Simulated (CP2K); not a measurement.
**In in CP2K: the effect of functional**

The system is In.

```
In
1.0
     3.33548    0.00000    0.00000
    -1.66774    2.88861    0.00000
     0.00000    0.00000    5.50914
In
2
Cartesian
  1.6677 0.9629 4.1319
  0.0000 1.9257 1.3773
```

This isn't the form of In at room conditions, which is tetragonal.

Alike in all runs:

* Program: CP2K 2026.2
* Task: single point
* Potentials or basis: POTENTIAL_UZH In GTH-PBE-q13; TZVP-MOLOPT-PBE-GTH basis
* Density cutoff: 9184 eV
* k mesh: 9 × 9 × 5
* Occupations: fermi-dirac, width 0.05 eV
* Spin: no spin polarisation

One run gave: pressure 3.2 GPa. Which functional did it use?
A. r2SCAN
B. LDA
C. WC
D. PBE
E. RPBE

E.

| functional | pressure (GPa) |
| --- | --- |
| PBE | 1.8 |
| LDA | -2.2 |
| PBEsol | -1.0 |
| RPBE | 3.2 |
| rev-vdW-DF2 | 1.3 |
| WC | -0.8 |
| r2SCAN | -0.4 |

Caveats: the basis of atomic orbitals isn't converged, which shifts pressures, moduli and gaps; the potentials were made for another functional, which shifts forces and pressure (some runs).
